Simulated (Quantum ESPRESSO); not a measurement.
Set up this calculation in Quantum ESPRESSO 7.5, as the native input.

| Property | Result |
| --- | --- |
| Task | relaxation of cell and atoms |
| Functional | PBEsol |
| Potentials or basis | GBRV 1.5 PBEsol |
| Cutoff | 707 eV |
| Density cutoff | 5633 eV |
| k mesh | 12 × 12 × 12 |
| Occupations | fermi-dirac, width 0.05 eV |
| Spin | no spin polarisation |
| Target pressure | 2 GPa |
| Mixing beta | 0.5 |
| Most SCF iterations | 120 |
| SCF threshold | 2e-10 Ry |
| Most ionic steps | 40 |
| Forc conv thr | 0.0004 Ry/bohr |
| Etot conv thr | 1e-05 Ry |
| Ion dynamics | bfgs |
| Cell dynamics | bfgs |
| Press conv thr | 0.3 kbar |

The system is Sb.

```
CELL_PARAMETERS angstrom
-1.57654 1.57654 2.71194
1.57654 -1.57654 2.71194
1.57654 1.57654 -2.71194
ATOMIC_POSITIONS crystal
Sb 0.00000 0.00000 0.00000
```

This isn't the form of Sb at room conditions, which is rhombohedral.

The input as run:

pw.in

```
&CONTROL
  calculation = 'vc-relax'
  prefix = 'pwscf'
  outdir = './tmp'
  pseudo_dir = './pseudo'
  tprnfor = .true.
  tstress = .true.
  disk_io = 'low'
  nstep = 40
  forc_conv_thr = 0.0004
  etot_conv_thr = 1d-05
/
&SYSTEM
  ibrav = 0
  nat = 1
  ntyp = 1
  ecutwfc = 52
  ecutrho = 414
  nbnd = 13
  occupations = 'smearing'
  smearing = 'fd'
  degauss = 0.00367493
/
&ELECTRONS
  conv_thr = 2d-10
  electron_maxstep = 120
  mixing_beta = 0.5
/
&IONS
  ion_dynamics = 'bfgs'
/
&CELL
  cell_dynamics = 'bfgs'
  press = 20
  press_conv_thr = 0.3
/
ATOMIC_SPECIES
Sb   121.7600 sb_pbesol_v1.4.uspp.F.UPF
CELL_PARAMETERS bohr
  -2.9792291705    2.9792291705    5.1248209020
   2.9792291705   -2.9792291705    5.1248209020
   2.9792291705    2.9792291705   -5.1248209020
ATOMIC_POSITIONS bohr
Sb     0.0000000000    0.0000000000    0.0000000000
K_POINTS automatic
12 12 12 0 0 0
```

Potentials or basis: GBRV 1.5 PBEsol.

Command:

```sh
$ OMP_NUM_THREADS=1 mpirun -n 2 pw.x -nk 2 -in pw.in > pw.out
```

Results of the run:

```yaml
Relaxed_volume: 25.64 Å³/atom
Relaxed_cell: a = 3.408 Å, b = 3.408 Å, c = 3.408 Å, α = 124.88°, β = 124.88°, γ = 81.74°
Space_group_after_relaxing_to_0.05_Å: I4/mmm (No. 139)
Energy_change_on_relaxing_the_enthalpy_is_what_falls: -1.1 meV/atom
Ionic_steps: 11
Pressure_after_relaxing: 2.0 GPa
Band_gap_on_the_k_mesh: none (metal or under the smearing width)
```

Wall time 3.1 min on 2 MPI ranks on Intel(R) Xeon(R) Processor @ 2.70GHz, on a shared host, peak memory 0.24 GiB a rank.
